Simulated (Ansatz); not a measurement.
**ZrSe2: how the settings move a single-point run**

How sensitive is a single-point run of ZrSe2 to its settings? A reference run comes first, then one run with altered input.

The COD entry's cell or inner coordinates are ideal or old and differ from later refinements, so a difference from it is no clean test against experiment.

Program: Ansatz 0.2.0. Level of theory: reference: DFT, PBE, all-electron PAW with datasets made for the crystal, scalar-relativistic. These are calculated values, not measurements.

### 1 The structure to begin with

It takes space group P-3m1 (No. 164, trigonal). The conventional cell has a = 3.798 Å, b = 3.798 Å, c = 6.192 Å, α = 90.00°, β = 90.00°, γ = 120.00°. Zr (site symmetry -3m) is surrounded by 6 Se at 2.68 Å. Se (site symmetry 3m) is surrounded by 3 Zr at 2.68 Å.

As a file:

```cif
data_structure
_symmetry_space_group_name_H-M 'P 1'
_symmetry_Int_Tables_number 1
_cell_length_a 3.7980
_cell_length_b 3.7980
_cell_length_c 6.1920
_cell_angle_alpha 90.000
_cell_angle_beta 90.000
_cell_angle_gamma 120.000
_cell_volume 77.35
loop_
_atom_site_label
_atom_site_type_symbol
_atom_site_fract_x
_atom_site_fract_y
_atom_site_fract_z
_atom_site_occupancy
Zr1 Zr 0.00000 0.00000 0.00000 1
Se1 Se 0.33333 0.66667 0.25000 1
Se2 Se 0.66667 0.33333 0.75000 1
```

### 2 Reference

input.yaml reads:

```yaml
crystal:
  lattice:
    - [3.7979980586, 0.0, 0.0]
    - [-1.8989990293, 3.2891628022, 0.0]
    - [0.0, 0.0, 6.192]
  atoms:
    - { symbol: Zr, position: [0.0, 0.0, 0.0] }
    - { symbol: Se, position: [0.3333333333, 0.6666666667, 0.25] }
    - { symbol: Se, position: [0.6666666667, 0.3333333333, 0.75] }
kpoints:
  mp_grid: { grid: [8, 8, 5] }
  band_path:
    path:
      - [0.0, 0.0, 0.0]
      - [0.5, 0.0, 0.0]
      - [0.3333333333, 0.3333333333, 0.0]
      - [0.0, 0.0, 0.0]
      - [0.0, 0.0, 0.5]
      - [0.5, 0.0, 0.5]
      - [0.3333333333, 0.3333333333, 0.5]
      - [0.0, 0.0, 0.5]
      - [0.5, 0.0, 0.5]
    npoints: 8
scf:
  occupations: { method: fermi_dirac, width: 0.01 }
hamiltonian:
  xc: pbe
  pseudopotentials: { kind: all_electron, datasets: crystal }
output:
  forces: true
  stress: true
  eigenvalues: true
  efg: { contact_densities: true }
```

Run with:

```bash
> ansatz run input.yaml --threads 1 --pin off --max-ram 4096MiB --backend cpu --events-out ev --progress --plain --runs-dir out
```

### 3 Variant: scf.algorithm density_mixing

input.yaml, as its differences from that of step 2:

```diff
@@ -25,2 +25,3 @@
   occupations: { method: fermi_dirac, width: 0.01 }
+  algorithm: density_mixing
 hamiltonian:
```

Before running it: what results should come out? Wanted: for each run, ending; energy change; pressure; gap; force.

**Answer**, as computed:

```
                            run     ending  energy change  pressure (GPa)  gap (eV)  force (eV/Å)  cycles  time
                      reference  converged              0             1.9      0.41          0.28      13  28 s
1: scf.algorithm density_mixing  converged   0.0 meV/atom             1.9      0.41          0.28      13  27 s
```

Residual by cycle in the longest SCF loop of each run; runs are numbered as in the table. The quantity is the density residual dr2, in eV.

```
cycle  reference    run 1
    1       1.83     1.83
    2      0.371    0.371
    3     0.0325   0.0325
    4     0.0036   0.0036
    5     3.6e-4   3.6e-4
    6     3.6e-5   3.6e-5
    8     3.2e-6   3.2e-6
    9     1.5e-7   1.5e-7
   10     4.2e-8   4.2e-8
   11     1.6e-9   1.6e-9
   12    4.0e-10  4.0e-10
   13    7.1e-11  7.1e-11
```

**Reading.** Energy and cycle count are those of the reference, so the change (solver) left the result and the number of cycles as they were.

These are semilocal Kohn-Sham gaps, which aren't the measured quantity. Such gaps usually fall short of the measured ones.
